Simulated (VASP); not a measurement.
# AlN (P6_3/mmc) in VASP: a series of runs, part 2 of 2

VASP 6.6.1.

## (3) Relaxation of cell and atoms, r2SCAN

This run uses another cell than the first one, of 9.95 Å³/atom, 1.025 times its volume.

The input, POSCAR:

```
AlN
1.0
    3.3121157400      0.0000000000      0.0000000000
   -1.6560578700      2.8683763700      0.0000000000
    0.0000000000      0.0000000000      4.1875630000
Al N
2 2
Direct
    0.3333333300      0.6666666700      0.7500000000
    0.6666666700      0.3333333300      0.2500000000
    0.3333333300      0.6666666700      0.2500000000
    0.6666666700      0.3333333300      0.7500000000
```

The input, INCAR.step1:

```
SYSTEM = AlN
PREC = Accurate
ENCUT = 600
ISMEAR = 0
SIGMA = 0.02
LREAL = .FALSE.
LASPH = .TRUE.
NELM = 100
GGA = PE
ALGO = Normal
EDIFF = 1E-4
LWAVE = .TRUE.
LCHARG = .FALSE.
```

The input, INCAR.step2:

```
SYSTEM = AlN
PREC = Accurate
ENCUT = 600
EDIFF = 1E-6
ISMEAR = 0
SIGMA = 0.02
LREAL = .FALSE.
LASPH = .TRUE.
NELM = 100
ALGO = Normal
ISIF = 3
LWAVE = .FALSE.
LCHARG = .FALSE.
METAGGA = R2SCAN
LMIXTAU = .TRUE.
IBRION = 2
NSW = 100
EDIFFG = -0.002
ISTART = 1
```

The input, KPOINTS:

```
regular mesh
0
G
  9 9 6
  0 0 0
```

Potentials or basis: VASP PAW PBE potentials, release 64 (Al, N).

Run with:

```sh
$ cat potpaw_PBE.64/Al/POTCAR potpaw_PBE.64/N/POTCAR > POTCAR
$ cp INCAR.step1 INCAR
$ mpirun -np 1 vasp_std > vasp.out
$ cp INCAR.step2 INCAR
$ mpirun -np 1 vasp_std > vasp.out
```

OUTCAR:

```text
SYSTEM = AlN
   PREC = Accurate
   ENCUT = 600
   EDIFF = 1E-6
   ISMEAR = 0
   LREAL = .FALSE.
   LASPH = .TRUE.
   NELM = 100
   ISIF = 3
   METAGGA = R2SCAN
   IBRION = 2
   NSW = 100
   EDIFFG = -0.002
   ISTART = 1

 ion  position               nearest neighbor table
   1  0.333  0.667  0.750-   4 1.91   4 1.91   4 1.91   3 2.09   3 2.09   2 2.84   2 2.84   2 2.84
                             2 2.84   2 2.84   2 2.84
   2  0.667  0.333  0.250-   3 1.91   3 1.91   3 1.91   4 2.09   4 2.09   1 2.84   1 2.84   1 2.84
                             1 2.84   1 2.84   1 2.84
   3  0.333  0.667  0.250-   2 1.91   2 1.91   2 1.91   1 2.09   1 2.09
   4  0.667  0.333  0.750-   1 1.91   1 1.91   1 1.91   2 2.09   2 2.09

  LATTYP: Found a hexagonal cell.
 ALAT       =     3.3121157400
 C/A-ratio  =     1.2643166268

  Lattice vectors:

 A1 = (   3.3121157400,   0.0000000000,   0.0000000000)
 A2 = (  -1.6560578700,   2.8683763700,   0.0000000000)
 A3 = (   0.0000000000,   0.0000000000,   4.1875630000)

Analysis of symmetry for initial positions (statically):
=====================================================================
 Subroutine PRICEL returns:
 Original cell was already a primitive cell.

 Routine SETGRP: Setting up the symmetry group for a
 hexagonal supercell.

 Subroutine GETGRP returns: Found 24 space group operations
 (whereof 12 operations were pure point group operations)
 out of a pool of 24 trial point group operations.

The static configuration has the point symmetry D_3d.
 The point group associated with its full space group is D_6h.

Analysis of symmetry for dynamics (positions and initial velocities):
=====================================================================
 Subroutine PRICEL returns:
 Original cell was already a primitive cell.

 Routine SETGRP: Setting up the symmetry group for a
 hexagonal supercell.

 Subroutine GETGRP returns: Found 24 space group operations
 (whereof 12 operations were pure point group operations)
 out of a pool of 24 trial point group operations.

The dynamic configuration has the point symmetry D_3d.
 The point group associated with its full space group is D_6h.

 Subroutine INISYM returns: Found 24 space group operations
 (whereof 12 operations are pure point group operations),
 and found     1 'primitive' translations

----------------------------------------------------------------------------------------

                                     Primitive cell

  volume of cell :      39.7835

  direct lattice vectors                    reciprocal lattice vectors
     3.312115740  0.000000000  0.000000000     0.301921816  0.174314642  0.000000000
    -1.656057870  2.868376370  0.000000000     0.000000000  0.348629284  0.000000000
     0.000000000  0.000000000  4.187563000     0.000000000  0.000000000  0.238802377

  length of vectors
     3.312115740  3.312115739  4.187563000     0.348629284  0.348629284  0.238802377

  position of ions in fractional coordinates (direct lattice)
     0.333333330  0.666666670  0.750000000
     0.666666670  0.333333330  0.250000000
     0.333333330  0.666666670  0.250000000
     0.666666670  0.333333330  0.750000000

  ion indices of the primitive-cell ions
[... 83 lines left out ...]
   ISIF   =      3    stress and relaxation
   ISYM   =      2    0-nonsym 1-usesym 2-fastsym
   POTIM  = 0.5000    time-step for ionic-motion
   TEBEG  =    0.0;   TEEND  =   0.0 temperature during run
   PSTRESS=    0.0 pullay stress
   NELECT =      16.0000    total number of electrons
   NUPDOWN=      -1.0000    fix difference up-down
   EMIN   =  10.00;   EMAX   =-10.00  energy-range for DOS
   EFERMI =   0.00;   METHOD = LEGACY
   ISMEAR =     0;   SIGMA  =   0.02  broadening in eV -4-tet -1-fermi 0-gaus
   EFERMI_NEDOS =   21; number of points for ismear=-14 and -15
   IALGO  =     38    algorithm
   IMIX   =      4    mixing-type and parameters
     AMIX     =   0.40;   BMIX     =  1.00
     AMIX_MAG =   1.60;   BMIX_MAG =  1.00
  volume/ion in A,a.u.               =       9.95        67.12
  Fermi-wavevector in a.u.,A,eV,Ry     =   1.208409  2.283561 19.867928  1.460251
  Thomas-Fermi vector in A             =   2.344017
   LORBIT       =      0    0 simple, 1 ext, 2 COOP (PROOUT), +10 PAW based schemes
   METAGGA = R2SCAN    functional components
   LHFCALC =     F    Hartree Fock is set to
   AEXX    =    0.0000 exact exchange contribution
   IVDW    =     0    specifies the selected vdW correction
   LEPSILON=     F    determine dielectric tensor
   LRPA    =     F    only Hartree local field effects (RPA)
 conjugate gradient relaxation of ions
 non-spin polarized calculation
 Gauss-broadening in eV      SIGMA  =   0.02
  energy-cutoff  :      600.00
  volume of cell :       39.78
 maximum number of plane-waves:      1355
 NGX is ok and might be reduce to    28
   NGX = 13   NGY = 13   NGZ = 17

--------------------------------------- Ionic step        1  -------------------------------------------

 number of electron      16.0000002 magnetization

 Free energy of the ion-electron system (eV)
  ---------------------------------------------------
  ext. energy  EPLUGINS =         0.00000000
  ---------------------------------------------------
  free energy    TOTEN  =       -37.99362948 eV

  energy without entropy =      -37.99362948  energy(sigma->0) =      -37.99362948

------------------------ aborting loop because EDIFF is reached ----------------------------------------

  FORCE on cell =-STRESS in cart. coord.  units (eV):
  Direction    XX          YY          ZZ          XY          YZ          ZX
  --------------------------------------------------------------------------------------
  -------------------------------------------------------------------------------------
  Total       -1.3221959     -1.3221959     -1.4393285      0.0000000      0.0000000      0.0000000
  in kB      -53.2480121    -53.2480120    -57.9652216      0.0000000      0.0000000      0.0000000
  external PRESSURE =     -54.8204153 kB  Pullay stress =       0.0000000 kB
[... 95 lines left out ...]
  FREE ENERGIE OF THE ION-ELECTRON SYSTEM (eV)
  ---------------------------------------------------
  free  energy   TOTEN  =       -38.0113080076 eV

  energy  without entropy=      -38.0113080076  energy(sigma->0) =      -38.01130801

[... ionic steps 4 to 9 ...]

--------------------------------------- Ionic step       10  -------------------------------------------

 number of electron      16.0000002 magnetization

------------------------ aborting loop because EDIFF is reached ----------------------------------------
[... 71 lines left out ...]
--------------------------------------- Ionic step       12  -------------------------------------------

 number of electron      16.0000002 magnetization

 Free energy of the ion-electron system (eV)
  ---------------------------------------------------
  ext. energy  EPLUGINS =         0.00000000
  ---------------------------------------------------
  free energy    TOTEN  =       -38.01220389 eV

  energy without entropy =      -38.01220389  energy(sigma->0) =      -38.01220389

 E-fermi :   8.1735     XC(G=0): -11.8169

 val. band max:        8.0281746735   @ k =   0.0000   0.0000   0.0000
 cond. band min:      12.1103875669   @ k =   0.0000   0.0000   0.0000
 fundamental gap:      4.0822128935
 Fermi energy:         8.1734919696

 k-point     1 :       0.0000    0.0000    0.0000
  band No.  band energies     occupation
      1      -9.8078      2.00000
      2      -6.0207      2.00000
      3       0.8457      2.00000
      4       4.5435      2.00000
      5       4.5435      2.00000
      6       6.3189      2.00000
      7       6.3189      2.00000
      8       8.0282      2.00000
      9      12.1104      0.00000
     10      13.4484      0.00000
     11      17.1942      0.00000
     12      17.1942      0.00000
[... 331 lines left out ...]
 k-point    24 :       0.3333    0.3333    0.1667
  band No.  band energies     occupation
      1      -7.1625      2.00000
      2      -7.1625      2.00000
      3       1.2304      2.00000
      4       2.2981      2.00000
      5       2.2981      2.00000
      6       4.9384      2.00000
      7       5.3484      2.00000
      8       5.3484      2.00000
      9      14.4770      0.00000
     10      14.9896      0.00000
     11      18.0018      0.00000
     12      18.0018      0.00000

 [... further k-points ...]

------------------------ aborting loop because EDIFF is reached ----------------------------------------

  FORCE on cell =-STRESS in cart. coord.  units (eV):
  Direction    XX          YY          ZZ          XY          YZ          ZX
  --------------------------------------------------------------------------------------
  -------------------------------------------------------------------------------------
  Total        0.0065441      0.0065441     -0.0076188      0.0000000      0.0000000     -0.0000000
  in kB        0.2705455      0.2705455     -0.3149747      0.0000000      0.0000000     -0.0000000
  external PRESSURE =       0.0753721 kB  Pullay stress =       0.0000000 kB
[... 19 lines left out ...]
  FREE ENERGIE OF THE ION-ELECTRON SYSTEM (eV)
  ---------------------------------------------------
  free  energy   TOTEN  =       -38.0122038937 eV

  energy  without entropy=      -38.0122038937  energy(sigma->0) =      -38.01220389

 reached required accuracy - stopping structural energy minimisation
```

Wall time 8.2 min (1 thread of AMD EPYC 9R45 (Zen 5), shared host); peak memory 0.15 GiB.

Results:

| Quantity | Value |
| --- | --- |
| Free energy | -38.0122 eV |
| Relaxed volume | 9.69 Å³/atom |
| Relaxed cell | a = 3.292 Å, b = 3.292 Å, c = 4.130 Å, α = 90.00°, β = 90.00°, γ = 120.00° |
| Space group after relaxing (to 0.05 Å) | P6_3/mmc (No. 194) |
| Energy gained by relaxing | 4.6 meV/atom |
| Ionic steps | 12 |
| Pressure after relaxing | 0.0 GPa |
| Band gap on the k mesh | 4.08 eV, direct |

Step by step:
```csv
step,energy change (eV),largest force (eV/Å),pressure (GPa),volume (Å³)
1,0.0000,0.0000,-5.48,39.78
2,-0.0014,0.0000,5.80,37.86
3,-0.0177,0.0000,0.04,38.78
4,-0.0184,0.0000,0.03,38.76
5,-0.0186,0.0000,0.04,38.75
6,-0.0186,0.0000,0.04,38.75
7,-0.0186,0.0000,0.04,38.75
8,-0.0186,0.0000,0.04,38.75
9,-0.0186,0.0000,0.04,38.75
10,-0.0186,0.0000,-0.04,38.76
11,-0.0186,0.0000,-0.01,38.76
12,-0.0186,0.0000,0.01,38.75
```

Final structure:
```
CELL_PARAMETERS angstrom
3.29169 0.00000 0.00000
-1.64584 2.85068 0.00000
0.00000 0.00000 4.13002
ATOMIC_POSITIONS crystal
Al 0.33333 0.66667 0.75000
Al 0.66667 0.33333 0.25000
N 0.33333 0.66667 0.25000
N 0.66667 0.33333 0.75000
```

Caveat: the PAW data sets were made with another functional, which shifts forces and pressure a little.

## (4) Single point, r2SCAN

This run uses another cell than the first one, of 9.95 Å³/atom, 1.025 times its volume.

POSCAR is that of step 3.

The input, INCAR.step1:

```
PREC     = Accurate       # precision mode
ENCUT    = 520            # plane-wave cutoff, eV
ISMEAR   = 0              # smearing method
SIGMA    = 0.1            # smearing width, eV
LREAL    = False          # projectors in reciprocal space
LASPH    = True           # aspherical terms in the spheres
NELM     = 100            # most SCF steps
NBANDS   = 16             # bands
GGA      = PE             # functional
ALGO     = Normal         # electronic algorithm
EDIFF    = 1E-4           # SCF threshold, eV
LWAVE    = True           # write WAVECAR
LCHARG   = False          # write CHGCAR
```

The input, INCAR.step2:

```
PREC     = Accurate       # precision mode
ENCUT    = 520            # plane-wave cutoff, eV
EDIFF    = 1E-6           # SCF threshold, eV
ISMEAR   = 0              # smearing method
SIGMA    = 0.1            # smearing width, eV
LREAL    = False          # projectors in reciprocal space
LASPH    = True           # aspherical terms in the spheres
NELM     = 100            # most SCF steps
ALGO     = Normal         # electronic algorithm
ISIF     = 2              # what is computed and relaxed
LWAVE    = False          # write WAVECAR
LCHARG   = False          # write CHGCAR
METAGGA  = R2SCAN         # meta-GGA
LMIXTAU  = True         
NBANDS   = 16             # bands
ISTART   = 1
```

The input, KPOINTS:

```
regular mesh
0
Gamma
  6 6 4
```

Run with:

```sh
$ cat potpaw_PBE.64/Al/POTCAR potpaw_PBE.64/N/POTCAR > POTCAR
$ cp INCAR.step1 INCAR
$ mpirun -np 1 vasp_std > vasp.out
$ cp INCAR.step2 INCAR
$ mpirun -np 1 vasp_std > vasp.out
```

Wall time 34 s (1 thread of AMD EPYC 9R45 (Zen 5), shared host); peak memory 0.13 GiB.

It converged, with:

* Free energy: -37.9932 eV
* Pressure: -5.6 GPa
* Band gap on the k mesh: 3.86 eV, direct

Stress tensor (GPa, compression positive):
```
-5.44  0.00  0.00
 0.00 -5.44  0.00
 0.00  0.00 -5.96
```

Levels at points of the mesh, in eV from the valence-band top:
| k point | band 5 | band 6 | band 7 | band 8 | band 9 | band 10 | band 11 | band 12 |
| --- | --- | --- | --- | --- | --- | --- | --- | --- |
| (0.00, 0.00, 0.00) | -3.41 | -1.70 | -1.70 | 0.00 | 3.86 | 5.20 | 9.03 | 9.03 |
| (0.50, 0.00, 0.00) | -4.64 | -4.40 | -2.95 | -1.52 | 4.54 | 7.85 | 7.86 | 9.86 |
| (0.00, 0.00, 0.50) | -2.60 | -2.60 | -2.60 | -2.60 | 6.32 | 6.32 | 9.18 | 9.18 |
| (0.50, 0.00, 0.50) | -3.36 | -3.36 | -1.80 | -1.80 | 5.70 | 5.70 | 10.10 | 10.10 |

Caveat: the PAW data sets were made with another functional, which shifts forces and pressure a little.

## (5) Overview

```csv
task,cell,k mesh,cutoff (eV),smearing,gap on the mesh (eV),pressure (GPa)
single point,"P6_3/mmc, 9.7 Å³/atom",9 × 9 × 6,520,gaussian 0.02 eV,4.07,-0.5
relaxation of cell and atoms,relaxed,9 × 9 × 6,600,gaussian 0.02 eV,4.08,0.0
single point,"P6_3/mmc, 9.95 Å³/atom",6 × 6 × 4,520,gaussian 0.1 eV,3.86,-5.6
```

Alike in all rows: level r2SCAN; potentials or basis VASP PAW PBE potentials, release 64 (Al, N); no spin polarisation.

Caveats: the PAW data sets were made with another functional, which shifts forces and pressure a little.

Absolute energies hang on the potentials; compare differences alone.
